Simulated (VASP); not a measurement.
# Cd (R-3m) in VASP: a series of runs, part 2 of 2

VASP 6.6.1. The steps go on from the part before.

## (3) Single point, PBE

INCAR reads:

```
SYSTEM = Cd
ALGO = Fast
EDIFF = 1E-6
ENCUT = 520
GGA = PE
ISIF = 2
ISMEAR = 0
LASPH = .True.
LCHARG = .False.
LREAL = .False.
LWAVE = .False.
NBANDS = 12
NELM = 80
PREC = Accurate
SIGMA = 0.05
```

KPOINTS reads:

```
k-points
0
Gamma
  10 10 10
  0 0 0
```

POSCAR reads:

```
Cd
1.0
    1.6080291515      0.9283960635      2.4492874100
   -1.6080291515      0.9283960635      2.4492874100
    0.0000000000     -1.8567921270      2.4492874100
Cd
1
Cartesian
    0.0000000000      0.0000000000      0.0000000000
```

Potentials or basis: VASP PAW PBE potentials, release 64 (Cd).

Launch:

```
cat potpaw_PBE.64/Cd/POTCAR > POTCAR
mpirun -np 1 vasp_std > vasp.out
```

OUTCAR:

```text
SYSTEM = Cd
   EDIFF = 1E-6
   ENCUT = 520
   GGA = PE
   ISIF = 2
   ISMEAR = 0
   LASPH = .True.
   LREAL = .False.
   NELM = 80
   PREC = Accurate

 ion  position               nearest neighbor table
   1  0.000  0.000  0.000-

  LATTYP: Found a trigonal (rhomboedric) cell.
 ALAT       =     3.0735461310
 COS(alpha) =     0.4525576903

  Lattice vectors:

 A1 = (   1.6080291515,   0.9283960635,   2.4492874100)
 A2 = (  -1.6080291515,   0.9283960635,   2.4492874100)
 A3 = (   0.0000000000,  -1.8567921270,   2.4492874100)

Analysis of symmetry for initial positions (statically):
=====================================================================
 Subroutine PRICEL returns:
 Original cell was already a primitive cell.

 Routine SETGRP: Setting up the symmetry group for a
 trigonal (rhombohedral) supercell.

 Subroutine GETGRP returns: Found 12 space group operations
 (whereof 12 operations were pure point group operations)
 out of a pool of 12 trial point group operations.

The static configuration has the point symmetry D_3d.

Analysis of symmetry for dynamics (positions and initial velocities):
=====================================================================
 Subroutine PRICEL returns:
 Original cell was already a primitive cell.

 Routine SETGRP: Setting up the symmetry group for a
 trigonal (rhombohedral) supercell.

 Subroutine GETGRP returns: Found 12 space group operations
 (whereof 12 operations were pure point group operations)
 out of a pool of 12 trial point group operations.

The dynamic configuration has the point symmetry D_3d.

 Subroutine INISYM returns: Found 12 space group operations
 (whereof 12 operations are pure point group operations),
 and found     1 'primitive' translations

----------------------------------------------------------------------------------------

                                     Primitive cell

  volume of cell :      21.9391
[... 140 lines left out ...]
   AEXX    =    0.0000 exact exchange contribution
   IVDW    =     0    specifies the selected vdW correction
   LEPSILON=     F    determine dielectric tensor
   LRPA    =     F    only Hartree local field effects (RPA)
 non-spin polarized calculation
 RMM-DIIS sequential band-by-band and
 Gauss-broadening in eV      SIGMA  =   0.05
  energy-cutoff  :      520.00
  volume of cell :       21.94
 maximum number of plane-waves:       602
   NGX = 11   NGY = 11   NGZ = 11

 number of electron      11.9999997 magnetization

 Free energy of the ion-electron system (eV)
  ---------------------------------------------------
  ext. energy  EPLUGINS =         0.00000000
  ---------------------------------------------------
  free energy    TOTEN  =        -0.73598163 eV

  energy without entropy =       -0.73558721  energy(sigma->0) =       -0.73578442

 E-fermi :   2.7866     XC(G=0): -10.9561

 val. band max:        2.7709894287   @ k =   0.5000   0.1000   0.1000
 cond. band min:       2.9616919614   @ k =  -0.4000   0.1000   0.0000
 fundamental gap:      0.1907025327
 Fermi energy:         2.7865708843

 k-point     1 :       0.0000    0.0000    0.0000
  band No.  band energies     occupation
      1      -6.4221      2.00000
      2      -6.4221      2.00000
      3      -6.2115      2.00000
      4      -5.9264      2.00000
      5      -5.8616      2.00000
      6      -5.8616      2.00000
      7      16.2872      0.00000
      8      16.9483      0.00000
      9      16.9483      0.00000
     10      19.7880      0.00000
     11      20.4396      0.00000
     12      20.4396      0.00000
[... 571 lines left out ...]
 k-point    40 :      -0.1000    0.1000    0.1000
  band No.  band energies     occupation
      1      -6.4967      2.00000
      2      -6.2924      2.00000
      3      -6.1336      2.00000
      4      -6.0244      2.00000
      5      -5.7806      2.00000
      6      -4.9316      2.00000
      7      12.0352      0.00000
      8      14.2899      0.00000
      9      15.2093      0.00000
     10      18.7396      0.00000
     11      20.0183      0.00000
     12      23.2192      0.00000

 [... further k-points ...]

------------------------ aborting loop because EDIFF is reached ----------------------------------------

  FORCE on cell =-STRESS in cart. coord.  units (eV):
  Direction    XX          YY          ZZ          XY          YZ          ZX
  --------------------------------------------------------------------------------------
  -------------------------------------------------------------------------------------
  Total        0.2940628      0.2940628      0.4084148     -0.0000000      0.0000000     -0.0000000
  in kB       21.4749628     21.4749628     29.8259199     -0.0000000      0.0000000     -0.0000000
  external PRESSURE =      24.2586152 kB  Pullay stress =       0.0000000 kB

 VOLUME and BASIS-vectors are now :
 -----------------------------------------------------------------------------
  energy-cutoff  :      520.00
  volume of cell :       21.94
      direct lattice vectors                 reciprocal lattice vectors
     1.608029152  0.928396064  2.449287410     0.310939637  0.179521083  0.136094005
    -1.608029152  0.928396064  2.449287410    -0.310939637  0.179521083  0.136094005
     0.000000000 -1.856792127  2.449287410     0.000000000 -0.359042166  0.136094005

 POSITION                                       TOTAL-FORCE (eV/Angst)
 -----------------------------------------------------------------------------------
      0.00000      0.00000      0.00000         0.000000      0.000000      0.000000
 -----------------------------------------------------------------------------------
    total drift:                                0.000000     -0.000000      0.000000

  FREE ENERGIE OF THE ION-ELECTRON SYSTEM (eV)
  ---------------------------------------------------
  free  energy   TOTEN  =        -0.7359816341 eV

  energy  without entropy=       -0.7355872134  energy(sigma->0) =       -0.73578442
```

stdout:

```text
POSCAR found type information on POSCAR Cd
 POSCAR found :  1 types and       1 ions
 scaLAPACK will be used
 LDA part: xc-table for (Slater+PW92), standard interpolation
 POSCAR, INCAR and KPOINTS ok, starting setup
 FFT: planning ... GRIDC
 FFT: planning ... GRID_SOFT
 FFT: planning ... GRID
 WAVECAR not read
 entering main loop
```

Wall time 11 s (1 thread of Intel Xeon Platinum 8559C (Emerald Rapids), shared host); peak memory 0.15 GiB.

What came out:

```
Free energy            : -0.7360 eV
Pressure               : 2.4 GPa
Band gap on the k mesh : none (metal or under the smearing width)
```

Stress tensor (GPa, compression positive):
```
2.15 0.00 0.00
0.00 2.15 0.00
0.00 0.00 2.98
```

## (4) Single point, PBE

run.py reads:

```python
from ase.calculators.vasp import Vasp
from ase.dft.bandgap import bandgap
from ase.io import read

atoms = read('Cd.cif', primitive_cell=True, subtrans_included=False)
calc = Vasp(
    directory='calc',
    xc='pbe',
    pp='PBE',
    setups='recommended',
    prec='Accurate',
    encut=520,
    ediff=1e-06,
    ismear=0,
    sigma=0.05,
    lreal=False,
    lasph=True,
    nelm=60,
    algo='Normal',
    isif=2,
    lwave=False,
    lcharg=False,
    kpts=[10, 10, 10],
    gamma=True,
    nbands=12,
)
atoms.calc = calc

print('energy (eV):', atoms.get_potential_energy())
print('free energy (eV):', atoms.get_potential_energy(force_consistent=True))
print('forces (eV/A):')
print(atoms.get_forces())
print('stress (eV/A^3, Voigt):', atoms.get_stress())
print('Fermi level (eV):', calc.get_fermi_level())
gap, top, bottom = bandgap(calc)
print('band gap (eV):', gap, 'from (spin, k, band)', top, 'to', bottom)
```

Cd.cif reads:

```cif
data_Cd
_cell_length_a 3.21605830
_cell_length_b 3.21605830
_cell_length_c 7.34786223
_cell_angle_alpha 90.00000000
_cell_angle_beta 90.00000000
_cell_angle_gamma 120.00000000
_space_group_name_H-M_alt 'R-3m'
_space_group_name_Hall '-R 3 2"'
_space_group_IT_number 166
loop_
_space_group_symop_operation_xyz
'x,y,z'
'-x,-y,-z'
'-y,x-y,z'
'y,-x+y,-z'
'-x+y,-x,z'
'x-y,x,-z'
'y,x,-z'
'-y,-x,z'
'x-y,-y,-z'
'-x+y,y,z'
'-x,-x+y,-z'
'x,x-y,z'
'x+2/3,y+1/3,z+1/3'
'-x+2/3,-y+1/3,-z+1/3'
'-y+2/3,x-y+1/3,z+1/3'
'y+2/3,-x+y+1/3,-z+1/3'
'-x+y+2/3,-x+1/3,z+1/3'
'x-y+2/3,x+1/3,-z+1/3'
'y+2/3,x+1/3,-z+1/3'
'-y+2/3,-x+1/3,z+1/3'
'x-y+2/3,-y+1/3,-z+1/3'
'-x+y+2/3,y+1/3,z+1/3'
'-x+2/3,-x+y+1/3,-z+1/3'
'x+2/3,x-y+1/3,z+1/3'
'x+1/3,y+2/3,z+2/3'
'-x+1/3,-y+2/3,-z+2/3'
'-y+1/3,x-y+2/3,z+2/3'
'y+1/3,-x+y+2/3,-z+2/3'
'-x+y+1/3,-x+2/3,z+2/3'
'x-y+1/3,x+2/3,-z+2/3'
'y+1/3,x+2/3,-z+2/3'
'-y+1/3,-x+2/3,z+2/3'
'x-y+1/3,-y+2/3,-z+2/3'
'-x+y+1/3,y+2/3,z+2/3'
'-x+1/3,-x+y+2/3,-z+2/3'
'x+1/3,x-y+2/3,z+2/3'
loop_
_atom_site_label
_atom_site_type_symbol
_atom_site_symmetry_multiplicity
_atom_site_Wyckoff_symbol
_atom_site_fract_x
_atom_site_fract_y
_atom_site_fract_z
_atom_site_occupancy
Cd1 Cd 3 a 0.0000000000 0.0000000000 0.0000000000 1
```

Launch:

```
python run.py
```

Run time: 14 s. Hardware: 1 thread of Intel Xeon Platinum 8559C (Emerald Rapids), shared host; peak memory 0.15 GiB.

Results (log left out):

```
Free energy            : -0.7360 eV
Pressure               : 2.4 GPa
Band gap on the k mesh : none (metal or under the smearing width)
```

Stress tensor (GPa, compression positive):
```
2.08 0.00 0.00
0.00 2.08 0.00
0.00 0.00 2.92
```

Levels at points of the mesh, in eV from the Fermi level:
```tsv
k point	band 3	band 4	band 5	band 6	band 7	band 8	band 9	band 10
(0.00, 0.00, 0.00)	-9.00	-8.71	-8.65	-8.65	13.50	14.16	14.16	17.00
(0.50, 0.00, 0.00)	-8.97	-8.38	-8.25	-2.40	-1.58	12.49	12.58	14.03
(0.50, 0.50, 0.00)	-8.35	-8.21	-8.17	-0.76	1.41	6.06	7.59	10.33
(0.50, 0.50, 0.50)	-9.13	-8.24	-8.24	-1.90	-0.44	11.50	11.50	12.39
```

## (5) Single point, TPSSh (volume scaled by 1.25)

run.py: that of step 4 with these lines changed.

```diff
@@ -7,3 +7,2 @@
     directory='calc',
-    xc='pbe',
     pp='PBE',
@@ -21,4 +20,12 @@
     lwave=False,
-    lcharg=False,
-    kpts=[10, 10, 10],
+    lcharg=True,
+    metagga='TPSS',
+    lhfcalc=True,
+    aexx=0.1,
+    lmixtau=True,
+    precfock='Normal',
+    hfrcut=-1,
+    lelf=True,
+    lvhar=True,
+    kpts=[5, 5, 5],
     gamma=True,
```

Cd.cif: that of step 4 with these lines changed.

```diff
@@ -1,5 +1,5 @@
 data_Cd
-_cell_length_a 3.21605830
-_cell_length_b 3.21605830
-_cell_length_c 7.34786223
+_cell_length_a 3.46439379
+_cell_length_b 3.46439379
+_cell_length_c 7.91524464
 _cell_angle_alpha 90.00000000
```

Launch:

```
python run.py
```

Run time: 9.4 min. Hardware: 1 thread of Intel Xeon Platinum 8559C (Emerald Rapids), shared host; peak memory 0.18 GiB.

Results (log left out):

```yaml
Free_energy: -8.0736 eV
Pressure: -6.6 GPa
Band_gap_on_the_k_mesh: none (metal or under the smearing width)
```

Stress tensor (GPa, compression positive):
```
-6.39  0.00  0.00
 0.00 -6.39  0.00
 0.00  0.00 -7.03
```

Levels at points of the mesh, in eV from the Fermi level:
| k point | band 2 | band 3 | band 4 | band 5 | band 6 | band 7 | band 8 | band 9 | band 10 | band 11 |
| --- | --- | --- | --- | --- | --- | --- | --- | --- | --- | --- |
| (0.00, 0.00, 0.00) | -9.58 | -9.44 | -9.23 | -9.23 | -7.87 | 12.72 | 12.72 | 12.82 | 15.35 | 15.87 |

Caveat: the k mesh is coarse (spacing up to 0.45 Å⁻¹), so the values aren't converged, least of all with exact exchange; the PAW data sets were made with another functional, which shifts forces and pressure a little.

## (6) The reference run

An earlier run on the cell as given: functional PBE; potentials or basis VASP PAW PBE potentials, release 64 (Cd); cutoff 520 eV; k mesh 10 × 10 × 10; occupations fermi-dirac, width 0.05 eV; no spin polarisation.

* Pressure: 2.3 GPa
* Band gap on the k mesh: none (metal or under the smearing width)

## (7) Overview

```csv
task,level,cell,k mesh,cutoff (eV),smearing,grid for exact exchange (PRECFOCK),exchange at q = 0,mesh quality,gap on the mesh (eV),pressure (GPa)
relaxation of cell and atoms,rSCAN+D3(BJ),relaxed from: volume scaled by 1.25,10 × 10 × 10,600,methfessel-paxton 0.1 eV,-,-,not flagged,none,0.0
single point,PBE,as given,10 × 10 × 10,520,gaussian 0.05 eV,-,-,not flagged,none,2.4
single point,TPSSh,volume scaled by 1.25,5 × 5 × 5,520,gaussian 0.05 eV,Normal,truncated,coarse,none,-6.6
single point,PBE,as given,10 × 10 × 10,520,fermi-dirac 0.05 eV,-,-,not flagged,none,2.3
```

Alike in all rows: potentials or basis VASP PAW PBE potentials, release 64 (Cd); no spin polarisation.

Caveats: some runs use coarse meshes; the PAW data sets were made with another functional, which shifts forces and pressure a little (some runs); pairwise dispersion overbinds metals, which lowers pressure and volume (some runs).

Absolute energies hang on the potentials; compare differences alone.
